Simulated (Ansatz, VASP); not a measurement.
# One calculation of HfN, two programs

Contents of INCAR:

```
ALGO = Normal ; EDIFF = 1E-6
ENCUT = 520 ; GGA = PE
GGA_COMPAT = False ; ISIF = 2
ISMEAR = 0 ; IVDW = 13
LASPH = True ; LCHARG = True
LMAXMIX = 4 ; LORBIT = 11
LORBMOM = True ; LREAL = False
LSORBIT = True ; LVHAR = True
LWAVE = False ; MAGMOM = 0 0 0 0 0 0
NBANDS = 27 ; NELM = 150
PREC = Accurate ; SIGMA = 0.05
```

Contents of KPOINTS:

```
k-points
0
Gamma
  7 7 7
```

POSCAR

```
HfN
1.0
    0.0000000000      2.4548220000      2.4548220000
    2.4548220000      0.0000000000      2.4548220000
    2.4548220000      2.4548220000      0.0000000000
Hf N
1 1
Direct
    0.0000000000      0.0000000000      0.0000000000
    0.2500000000      0.2500000000      0.2500000000
```

File input.yaml:

```yaml
crystal:
  lattice:
    - [0.0, 2.454822, 2.454822]
    - [2.454822, 0.0, 2.454822]
    - [2.454822, 2.454822, 0.0]
  atoms:
    - { symbol: Hf, position: [0.0, 0.0, 0.0] }
    - { symbol: "N", position: [0.25, 0.25, 0.25] }
hamiltonian:
  xc: pbe
  pseudopotentials: { kind: paw_fr }
  dispersion: d4
magnetization:
  noncollinear: true
  spin_orbit: true
kpoints:
  mp_grid: { grid: [7, 7, 7] }
scf:
  occupations: { method: gaussian, width: 0.05 }
  n_extra_bands: 12
output:
  eigenvalues: true
  optics: { e_range: [0, 14], sigma: 0.05, nscf_kmesh: { grid: [10, 10, 10] } }
```

The cell comes from a database or a generator and needn't be the stable form of this composition.

Alike in both runs: functional PBE; dispersion D4; k mesh 7 × 7 × 7; occupations gaussian, width 0.05 eV; non-collinear spin, spin-orbit coupling.

|  | VASP | Ansatz |
| --- | --- | --- |
| version | VASP 6.6.1 | Ansatz 0.2.0 |
| potentials or method | VASP PAW PBE potentials, release 64 (Hf_pv, N) | Ansatz PAW |
| plane-wave cutoff (eV) | 520 | 420 |
| valence electrons in the cell | 15 | 31 |
| task | single point | optical spectrum |

|  | VASP | Ansatz | Ansatz less VASP |
| --- | --- | --- | --- |
| gap on the k mesh at the Fermi level (eV) | none | none | - |
| net moment per atom (μB) | 0.00 | 0.00 | 0.000 |
| dispersion energy (meV/atom) | -228.4 | -228.5 | -0.11 |

A gap of «none» marks a metal or a gap that the smearing closes. The two sets of potentials don't hold the same shells in valence.

Caveats: spectra need much finer meshes, so this one isn't converged (Ansatz); independent-particle spectra lack excitons (Ansatz); the intraband (Drude) part of a metal's response may be missing (Ansatz).
